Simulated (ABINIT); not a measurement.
# C in ABINIT: further runs, part 2 of 2

ABINIT 10.8.3 (patched build). The steps go on from the part before.

**3. Relaxation of cell and atoms, LDA**

run.abi reads:

```
# Pseudopotentials
pp_dirpath "./"
pseudos "C.upf"

# Structure
acell 3*1.0 Angstrom
rprim
     2.4562275060     0.0000000000     0.0000000000
    -1.2281137530     2.1271554177     0.0000000000
     0.0000000000     0.0000000000    24.1339601687
ntypat 1
znucl 6
natom 4
typat 1 1 1 1
chkprim 0
chksymtnons 0
tolsym 1.0e-6
xred
            2/3            1/3   0.5704754400
            1/3            2/3   0.4295245600
            0.0            0.0   0.4295312300
            0.0            0.0   0.5704687700

# Plane-wave basis
ecut 41.0
ecutsm 0.5

# k points
kptopt 1
ngkpt 9 9 2
nshiftk 1
shiftk 0.0 0.0 0.0

# Exchange and correlation
ixc 7

# Bands and occupations
nband 12
occopt 3
tsmear 0.05 eV

# SCF cycle
nstep 80
tolvrs 1.0e-12

# Output
iomode 3
prteig 0
prtebands 0
prtwf 0
prtden 0

# Relaxation
ionmov 2
optcell 2
ntime 50
tolmxf 2.0e-5
dilatmx 1.08
```

Potentials or basis: PseudoDojo NC SR LDA v0.4.1 standard.

The run is started by

```
> mpirun --bind-to none -np 4 abinit run.abi > log 2>&1
```

run.abo:

```text
.Version 10.8.3 of ABINIT
 Symmetries : space group P-3 m 1 (#164); Bravais hP (primitive hexag.)
================================================================================
 Values of the parameters that define the memory need of the present run
     intxc =       0    ionmov =       2      iscf =       7    lmnmax =       4
     lnmax =       4     mgfft =     288  mpssoang =       2    mqgrid =   14198
     natom =       4  nloc_mem =       1    nspden =       1   nspinor =       1
    nsppol =       1      nsym =      12    n1xccc =    2501    ntypat =       1
    occopt =       3   xclevel =       1
       mpw =       13518          nfft =      259200          nkpt =          24
================================================================================
================================================================================

--------------------------------------------------------------------------------
------------- Echo of variables that govern the present computation ------------
--------------------------------------------------------------------------------
 -outvars: echo values of preprocessed input variables --------
            acell      1.8897261259E+00  1.8897261259E+00  1.8897261259E+00 Bohr
              amu      1.20110000E+01
          chkprim           0
      chksymtnons           0
          dilatmx      1.08000000E+00
             ecut      4.10000000E+01 Hartree
           ecutsm      5.00000000E-01 Hartree
           ionmov           2
              ixc           7
[... 1158 lines left out ...]
     3        0.000000000000      0.000000000000      0.001148847277
     4        0.000000000000      0.000000000000     -0.001148847277

 Cartesian components of stress tensor (hartree/bohr^3)
  sigma(1 1)= -6.65037774E-08  sigma(3 2)=  0.00000000E+00
  sigma(2 2)= -6.65037889E-08  sigma(3 1)=  0.00000000E+00
  sigma(3 3)=  6.96398743E-08  sigma(2 1)=  0.00000000E+00

-Cartesian components of stress tensor (GPa)         [Pressure=  6.2145E-04 GPa]
- sigma(1 1)= -1.95660868E-03  sigma(3 2)=  0.00000000E+00
- sigma(2 2)= -1.95660902E-03  sigma(3 1)=  0.00000000E+00
- sigma(3 3)=  2.04887584E-03  sigma(2 1)=  0.00000000E+00

== END DATASET(S) ==============================================================
================================================================================

 -outvars: echo values of variables after computation  --------
            acell      4.6278975266E+00  4.6278975267E+00  4.4549490291E+01 Bohr
           etotal     -2.4124441379E+01
            fcart      1.1636581008E-28 -7.3902214948E-28 -6.1579104068E-06
                      -3.4909743023E-28 -1.0077574766E-27  6.1579104068E-06
                      -3.4909743023E-28  6.0465448593E-28  4.8329308332E-06
                       5.8182905038E-28  1.1421251401E-27 -4.8329308332E-06
            rprim      1.0000000000E+00  0.0000000000E+00  0.0000000000E+00
                      -4.9999999999E-01  8.6602540379E-01  0.0000000000E+00
                       0.0000000000E+00  0.0000000000E+00  1.0000000000E+00
           strten     -6.6503777399E-08 -6.6503788865E-08  6.9639874302E-08
                       0.0000000000E+00  0.0000000000E+00  0.0000000000E+00
           xangst      1.2244889519E+00  7.0695902602E-01  1.3422877817E+01
                       1.2296425420E-17  1.4139180520E+00  1.0151697187E+01
                       1.5115212941E-27  1.0597523334E-28  1.0153099784E+01
                       7.5988372114E-28  2.3608917935E-27  1.3421475219E+01
             xred      6.6666666667E-01  3.3333333333E-01  5.6937941893E-01
                       3.3333333333E-01  6.6666666667E-01  4.3062058107E-01
                       6.4218877643E-28  4.9967645196E-29  4.3068007728E-01
                       8.6686990123E-28  1.1131676691E-27  5.6931992272E-01
 Calculation completed.
```

It took 12 min on 4 MPI ranks of Arm Neoverse V1, shared host; peak memory 0.56 GiB.

What came out:

- Free energy: -656.4595 eV
- Relaxed volume: 30.61 Å³/atom
- Relaxed cell: a = 2.449 Å, b = 2.449 Å, c = 23.575 Å, α = 90.00°, β = 90.00°, γ = 120.00°
- Space group after relaxing (to 0.05 Å): P-3m1 (No. 164)
- Energy gained by relaxing: 1.2 meV/atom
- Ionic steps: 7
- Band gap on the k mesh: none (metal or under the smearing width)

Step by step:
| step | energy change (eV) | largest force (eV/Å) | pressure (GPa) | volume (Å³) |
| --- | --- | --- | --- | --- |
| 1 | 0.0000 | 0.0337 | -0.73 | 126.09 |
| 2 | -0.0014 | 0.0278 | -0.49 | 125.81 |
| 3 | -0.0025 | 0.0176 | -0.03 | 125.27 |
| 4 | -0.0025 | 0.0176 | -0.03 | 125.25 |
| 5 | -0.0043 | 0.0119 | 0.06 | 121.09 |
| 6 | -0.0049 | 0.0029 | 0.00 | 122.75 |
| 7 | -0.0050 | 0.0003 | 0.00 | 122.45 |

Final structure:
```
C
1.0
     2.44898    0.00000    0.00000
    -1.22449    2.12088    0.00000
     0.00000    0.00000   23.57458
C
4
Direct
  0.66667 0.33333 0.56938
  0.33333 0.66667 0.43062
  0.00000 0.00000 0.43068
  0.00000 0.00000 0.56932
```

**4. Single point, LDA (cell relaxed)**

run.abi reads:

```
# Pseudopotentials
pp_dirpath "./"
pseudos "C.upf"

# Structure
acell 4.6278975352 4.6278975249 44.5494902922
rprim
     1.0000000000     0.0000000000     0.0000000000
    -0.4999999991     0.8660254043     0.0000000000
     0.0000000000     0.0000000000     1.0000000000
ntypat 1
znucl 6
natom 4
typat 1 1 1 1
xred
     0.6666666700     0.3333333300     0.5693794200
     0.3333333300     0.6666666700     0.4306205800
     0.0000000000     0.0000000000     0.4306800800
     0.0000000000     0.0000000000     0.5693199200
chkprim 0
chksymtnons 0
tolsym 1.0e-6

# Plane-wave basis
ecut 41.0

# k points
kptopt 1
ngkpt 9 9 2
nshiftk 1
shiftk 0.0 0.0 0.0

# Exchange and correlation
ixc 7

# Bands and occupations
nband 12
occopt 3
tsmear 0.05 eV

# SCF cycle
nstep 100
tolvrs 1.0e-10

# Output
iomode 3
prtwf 0
prteig 0
prtebands 0
prtden 1
prtvha 1
prtvclmb 1
prtpot 1
prtelf 1
```

The run is started by

```
> mpirun --bind-to none -np 4 abinit run.abi > log 2>&1
```

It took 79 s on 4 MPI ranks of Arm Neoverse V1, shared host; peak memory 0.48 GiB.

The run converged. Its results:

```
Free energy                                       : -656.4598 eV
Band gap on the k mesh                            : none (metal or under the smearing width)
All electrons inside the program's atomic spheres : C 4.79 (radii [1.0584] Å)
```

Levels at points of the mesh, in eV from the Fermi level:
```tsv
k point	band 6	band 7	band 8	band 9	band 10	band 11
(0.00, 0.00, 0.00)	-2.99	-2.98	-2.98	3.51	4.00	4.68
(0.00, 0.00, 0.50)	-2.99	-2.98	-2.98	3.51	3.99	4.76
```
